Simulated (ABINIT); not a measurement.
# Li2S (Fm-3m) in ABINIT: notebook

One crystal, Li2S, is run at these levels: WC, HCTH407; tasks: equation of state.

Everything below comes from runs of ABINIT 10.8.3 (patched build). Logs are shortened: lines on timing, memory, paths and dates and some standing lists are left out, and cuts for length are marked. The log counts tension as positive stress, the text compression.

### 1 The structure

It takes space group Fm-3m (No. 225, cubic). Conventional cell: a = 5.689 Å, b = 5.689 Å, c = 5.689 Å, α = 90.00°, β = 90.00°, γ = 90.00°. S (site symmetry m-3m) is surrounded by 8 Li at 2.46 Å. Li (site symmetry -43m) is surrounded by 4 S at 2.46 Å.

### 2 Equation of state, WC

Input file run.abi:

```
ndtset 7
getwfk -1
scalecart1 3*0.9795861087
scalecart2 3*0.9864848297
scalecart3 3*0.9932883884
scalecart4 3*1.0000000000
scalecart5 3*1.0066227096
scalecart6 3*1.0131594038
scalecart7 3*1.0196128224

pp_dirpath "./"
pseudos "S.GGA_PBE-JTH.xml, Li.GGA_PBE-JTH.xml"

acell 7.6018588769 7.6018588769 7.6018588769
rprim
     0.0000000000     0.7071067812     0.7071067812
     0.7071067812     0.0000000000     0.7071067812
     0.7071067812     0.7071067812     0.0000000000
ntypat 2
znucl 16 3
natom 3
typat 1 2 2
xred
     0.0000000000     0.0000000000     0.0000000000
     0.7500000000     0.7500000000     0.7500000000
     0.2500000000     0.2500000000     0.2500000000

ecut 20.0
pawecutdg 40.0

kptopt 1
ngkpt 8 8 8
nshiftk 1
shiftk 0.0 0.0 0.0

ixc 23

nband 10
occopt 3
tsmear 0.05 eV

nstep 100
tolvrs 1.0e-9

iomode 3
prtwf 1
prtden 0
prteig 0
prtebands 0
enunit 1
```

Potentials or basis: JTH PAW PBE v2.0.

Launch:

```console
> abinit run.abi > log 2>&1
```

run.abo:

```text
.Version 10.8.3 of ABINIT
 DATASET    1 : space group Fm -3 m (#225); Bravais cF (face-center cubic)
================================================================================
 Values of the parameters that define the memory need for DATASET  1.
     intxc =       0    ionmov =       0      iscf =      17    lmnmax =       9
     lnmax =       5     mgfft =      30  mpssoang =       2    mqgrid =    3001
     natom =       3  nloc_mem =       2    nspden =       1   nspinor =       1
    nsppol =       1      nsym =      48    n1xccc =       1    ntypat =       2
    occopt =       3   xclevel =       2
       mpw =        1283          nfft =       27000          nkpt =          29
 PAW method is used; the additional fine FFT grid is defined by:
   mgfftf=        45    nfftf =     91125
================================================================================
================================================================================
[... 71 lines left out ...]
 DATASET    7 : space group Fm -3 m (#225); Bravais cF (face-center cubic)
================================================================================
 Values of the parameters that define the memory need for DATASET  7.
     intxc =       0    ionmov =       0      iscf =      17    lmnmax =       9
     lnmax =       5     mgfft =      32  mpssoang =       2    mqgrid =    3001
     natom =       3  nloc_mem =       2    nspden =       1   nspinor =       1
    nsppol =       1      nsym =      48    n1xccc =       1    ntypat =       2
    occopt =       3   xclevel =       2
       mpw =        1424          nfft =       32768          nkpt =          29
 PAW method is used; the additional fine FFT grid is defined by:
   mgfftf=        48    nfftf =    110592
================================================================================
================================================================================

--------------------------------------------------------------------------------
------------- Echo of variables that govern the present computation ------------
--------------------------------------------------------------------------------
 -outvars: echo values of preprocessed input variables --------
            acell      7.6018588769E+00  7.6018588769E+00  7.6018588769E+00 Bohr
              amu      3.20660000E+01  6.94100000E+00
             ecut      2.00000000E+01 Hartree
           enunit           1
           getwfk          -1
              ixc          23
           jdtset        1    2    3    4    5    6    7
         kptrlatt        8    0    0      0    8    0      0    0    8
          kptrlen1     5.95734029E+01
          kptrlen2     5.99929477E+01
          kptrlen3     6.04067052E+01
          kptrlen4     6.08148710E+01
          kptrlen5     6.12176302E+01
          kptrlen6     6.16151585E+01
          kptrlen7     6.20076223E+01
            natom           3
            nband          10
           ndtset           7
            ngfft1         30      30      30
            ngfft2         32      32      32
            ngfft3         32      32      32
            ngfft4         32      32      32
            ngfft5         32      32      32
            ngfft6         32      32      32
            ngfft7         32      32      32
          ngfftdg1         45      45      45
          ngfftdg2         45      45      45
          ngfftdg3         45      45      45
          ngfftdg4         45      45      45
          ngfftdg5         45      45      45
          ngfftdg6         45      45      45
          ngfftdg7         48      48      48
             nkpt          29
            nstep         100
             nsym          48
           ntypat           2
           occopt           3
        pawecutdg      4.00000000E+01 Hartree
         pawxcdev           0
           prtden           0
        prtebands           0
           prteig           0
            rprim1     0.0000000000E+00  6.9267198023E-01  6.9267198023E-01
                       6.9267198023E-01  0.0000000000E+00  6.9267198023E-01
                       6.9267198023E-01  6.9267198023E-01  0.0000000000E+00
            rprim2     0.0000000000E+00  6.9755011263E-01  6.9755011263E-01
                       6.9755011263E-01  0.0000000000E+00  6.9755011263E-01
                       6.9755011263E-01  6.9755011263E-01  0.0000000000E+00
            rprim3     0.0000000000E+00  7.0236095512E-01  7.0236095512E-01
                       7.0236095512E-01  0.0000000000E+00  7.0236095512E-01
                       7.0236095512E-01  7.0236095512E-01  0.0000000000E+00
            rprim4     0.0000000000E+00  7.0710678120E-01  7.0710678120E-01
                       7.0710678120E-01  0.0000000000E+00  7.0710678120E-01
                       7.0710678120E-01  7.0710678120E-01  0.0000000000E+00
            rprim5     0.0000000000E+00  7.1178974407E-01  7.1178974407E-01
                       7.1178974407E-01  0.0000000000E+00  7.1178974407E-01
                       7.1178974407E-01  7.1178974407E-01  0.0000000000E+00
            rprim6     0.0000000000E+00  7.1641188486E-01  7.1641188486E-01
                       7.1641188486E-01  0.0000000000E+00  7.1641188486E-01
                       7.1641188486E-01  7.1641188486E-01  0.0000000000E+00
            rprim7     0.0000000000E+00  7.2097514092E-01  7.2097514092E-01
                       7.2097514092E-01  0.0000000000E+00  7.2097514092E-01
                       7.2097514092E-01  7.2097514092E-01  0.0000000000E+00
          spgroup         225
           tolvrs      1.00000000E-09
           tsmear      1.83746611E-03 Hartree
            typat      1  2  2
           useylm           1
           xangst1     0.0000000000E+00  0.0000000000E+00  0.0000000000E+00
                       4.1796490265E+00  4.1796490265E+00  4.1796490265E+00
                       1.3932163422E+00  1.3932163422E+00  1.3932163422E+00
           xangst2     0.0000000000E+00  0.0000000000E+00  0.0000000000E+00
                       4.2090841443E+00  4.2090841443E+00  4.2090841443E+00
                       1.4030280481E+00  1.4030280481E+00  1.4030280481E+00
           xangst3     0.0000000000E+00  0.0000000000E+00  0.0000000000E+00
                       4.2381132284E+00  4.2381132284E+00  4.2381132284E+00
                       1.4127044095E+00  1.4127044095E+00  1.4127044095E+00
           xangst4     0.0000000000E+00  0.0000000000E+00  0.0000000000E+00
                       4.2667499972E+00  4.2667499972E+00  4.2667499972E+00
                       1.4222499991E+00  1.4222499991E+00  1.4222499991E+00
           xangst5     0.0000000000E+00  0.0000000000E+00  0.0000000000E+00
                       4.2950074433E+00  4.2950074433E+00  4.2950074433E+00
                       1.4316691478E+00  1.4316691478E+00  1.4316691478E+00
           xangst6     0.0000000000E+00  0.0000000000E+00  0.0000000000E+00
                       4.3228978833E+00  4.3228978833E+00  4.3228978833E+00
[... 10 lines left out ...]
            xcart3     0.0000000000E+00  0.0000000000E+00  0.0000000000E+00
                       8.0088732923E+00  8.0088732923E+00  8.0088732923E+00
                       2.6696244308E+00  2.6696244308E+00  2.6696244308E+00
            xcart4     0.0000000000E+00  0.0000000000E+00  0.0000000000E+00
                       8.0629889424E+00  8.0629889424E+00  8.0629889424E+00
                       2.6876629808E+00  2.6876629808E+00  2.6876629808E+00
            xcart5     0.0000000000E+00  0.0000000000E+00  0.0000000000E+00
                       8.1163877766E+00  8.1163877766E+00  8.1163877766E+00
                       2.7054625922E+00  2.7054625922E+00  2.7054625922E+00
            xcart6     0.0000000000E+00  0.0000000000E+00  0.0000000000E+00
                       8.1690930697E+00  8.1690930697E+00  8.1690930697E+00
                       2.7230310232E+00  2.7230310232E+00  2.7230310232E+00
            xcart7     0.0000000000E+00  0.0000000000E+00  0.0000000000E+00
                       8.2211269125E+00  8.2211269125E+00  8.2211269125E+00
                       2.7403756375E+00  2.7403756375E+00  2.7403756375E+00
             xred      0.0000000000E+00  0.0000000000E+00  0.0000000000E+00
                       7.5000000000E-01  7.5000000000E-01  7.5000000000E-01
                       2.5000000000E-01  2.5000000000E-01  2.5000000000E-01
            znucl       16.00000    3.00000

================================================================================

 chkinp: Checking input parameters for consistency, jdtset=   1.

 chkinp: Checking input parameters for consistency, jdtset=   2.
[... 40 lines left out ...]
 getcut: wavevector=  0.0000  0.0000  0.0000  ngfft=  45  45  45
         ecut(hartree)=     40.000   => boxcut(ratio)=   2.07537

--- Pseudopotential description ------------------------------------------------
- pspini: atom type   1  psp file is ./S.GGA_PBE-JTH.xml
 Pseudopotential format is: paw10
 basis_size (lnmax)=  4 (lmn_size=  8), orbitals=   0   0   1   1
 Spheres core radius: rc_sph= 1.90380259
 Shapefunction is SIN type: shapef(r)=[sin(pi*r/rshp)/(pi*r/rshp)]**2
 Radius for shape functions =  1.40128485
 Compensation charge density is not taken into account in XC energy/potential

- pspini: atom type   2  psp file is ./Li.GGA_PBE-JTH.xml
 Pseudopotential format is: paw10
 basis_size (lnmax)=  5 (lmn_size=  9), orbitals=   0   0   0   1   1
 Spheres core radius: rc_sph= 1.60264751
 Shapefunction is BESSEL type: shapef(r,l)=aa(1,l)*jl(q(1,l)*r)+aa(2,l)*jl(q(2,l)*r)
 Radius for shape functions =  1.30023672
 Compensation charge density is not taken into account in XC energy/potential

   1.76172867E+02                                ecore*ucvol(ha*bohr**3)
--------------------------------------------------------------------------------

[... 1265 lines left out ...]
-Cartesian components of stress tensor (GPa)         [Pressure= -2.9467E+00 GPa]
- sigma(1 1)=  2.94671072E+00  sigma(3 2)=  0.00000000E+00
- sigma(2 2)=  2.94671072E+00  sigma(3 1)=  0.00000000E+00
- sigma(3 3)=  2.94671072E+00  sigma(2 1)=  0.00000000E+00

== END DATASET(S) ==============================================================
================================================================================

 -outvars: echo values of variables after computation  --------
            acell      7.6018588769E+00  7.6018588769E+00  7.6018588769E+00 Bohr
           etotal1    -2.5435001153E+01
           etotal2    -2.5435404976E+01
           etotal3    -2.5435599010E+01
           etotal4    -2.5435606657E+01
           etotal5    -2.5435447018E+01
           etotal6    -2.5435132872E+01
           etotal7    -2.5434691132E+01
            fcart1    -6.3920729907E-29  3.8352437944E-29 -2.1306909969E-29
                       2.5568291963E-29 -7.6704875889E-29  1.4488698779E-28
                       3.8352437944E-29  3.8352437944E-29 -1.2358007782E-28
            fcart2    -2.6447382155E-30 -5.2894764310E-31  8.9921099328E-30
                       6.8763193604E-30 -3.7026335017E-30 -1.6397376936E-29
                      -4.2315811448E-30  4.2315811448E-30  7.4052670035E-30
            fcart3     3.1519476019E-30 -5.2532460031E-30  9.4558428056E-30
                      -1.0509738482E-45  4.2025968025E-30 -1.8911685611E-29
                      -3.1519476019E-30  1.0506492006E-30  9.4558428056E-30
            fcart4     1.0435976513E-30 -0.0000000000E+00 -2.0871953025E-30
[... 52 lines left out ...]
           xangst3     0.0000000000E+00  0.0000000000E+00  0.0000000000E+00
                       4.2381132284E+00  4.2381132284E+00  4.2381132284E+00
                       1.4127044095E+00  1.4127044095E+00  1.4127044095E+00
           xangst4     0.0000000000E+00  0.0000000000E+00  0.0000000000E+00
                       4.2667499972E+00  4.2667499972E+00  4.2667499972E+00
                       1.4222499991E+00  1.4222499991E+00  1.4222499991E+00
           xangst5     0.0000000000E+00  0.0000000000E+00  0.0000000000E+00
                       4.2950074433E+00  4.2950074433E+00  4.2950074433E+00
                       1.4316691478E+00  1.4316691478E+00  1.4316691478E+00
           xangst6     0.0000000000E+00  0.0000000000E+00  0.0000000000E+00
                       4.3228978833E+00  4.3228978833E+00  4.3228978833E+00
                       1.4409659611E+00  1.4409659611E+00  1.4409659611E+00
           xangst7     0.0000000000E+00  0.0000000000E+00  0.0000000000E+00
                       4.3504330071E+00  4.3504330071E+00  4.3504330071E+00
                       1.4501443357E+00  1.4501443357E+00  1.4501443357E+00
             xred      0.0000000000E+00  0.0000000000E+00  0.0000000000E+00
                       7.5000000000E-01  7.5000000000E-01  7.5000000000E-01
                       2.5000000000E-01  2.5000000000E-01  2.5000000000E-01
 Calculation completed.
```

Wall time 72 s (1 thread of Arm Neoverse V1, shared host); peak memory 0.14 GiB.

What came out:

- Equilibrium volume: 15.20 Å³/atom
- Bulk modulus: 41 GPa
- Pressure derivative of the bulk modulus: 4.6 (rough: it moves with the points fitted)

Energy against volume, from the lowest point:
```csv
volume (Å³/atom),energy (meV/atom)
14.423,5.49
14.730,1.83
15.037,0.07
15.344,0.00
15.650,1.45
15.957,4.30
16.264,8.30
```

Caveat: pressures at fixed basis lie under the slope of the energies; the PAW data sets were made with another functional, which shifts forces and pressure a little.

### 3 Equation of state, HCTH407

Edit run.abi of step 2 so:

```diff
@@ -1 +1,2 @@
+# Datasets: one volume each
 ndtset 7
@@ -10,2 +11,3 @@
 
+# Pseudopotentials
 pp_dirpath "./"
@@ -13,2 +15,3 @@
 
+# Structure
 acell 7.6018588769 7.6018588769 7.6018588769
@@ -27,2 +30,3 @@
 
+# Plane-wave basis
 ecut 20.0
@@ -30,2 +34,3 @@
 
+# k points
 kptopt 1
@@ -35,4 +40,6 @@
 
-ixc 23
+# Exchange and correlation
+ixc 27
 
+# Bands and occupations
 nband 10
@@ -41,2 +48,3 @@
 
+# SCF cycle
 nstep 100
@@ -44,2 +52,3 @@
 
+# Output
 iomode 3
```

Potentials or basis: JTH PAW PBE v2.0.

Launch:

```console
> abinit run.abi > log 2>&1
```

It took 1.9 min on 1 thread of Arm Neoverse V1, shared host; peak memory 0.14 GiB.

The run converged. Its results:

```
Equilibrium volume : 16.41 Å³/atom (rough: see the caveat)
Bulk modulus       : 35 GPa (rough)
```

Energy against volume, from the lowest point:
```csv
volume (Å³/atom),energy (meV/atom)
14.423,33.19
14.730,22.81
15.037,14.62
15.344,8.45
15.650,4.06
15.957,1.31
16.264,0.00
```

Caveat: pressures at fixed basis lie under the slope of the energies; the minimum lies outside the volumes run; the PAW data sets were made with another functional, which shifts forces and pressure a little.
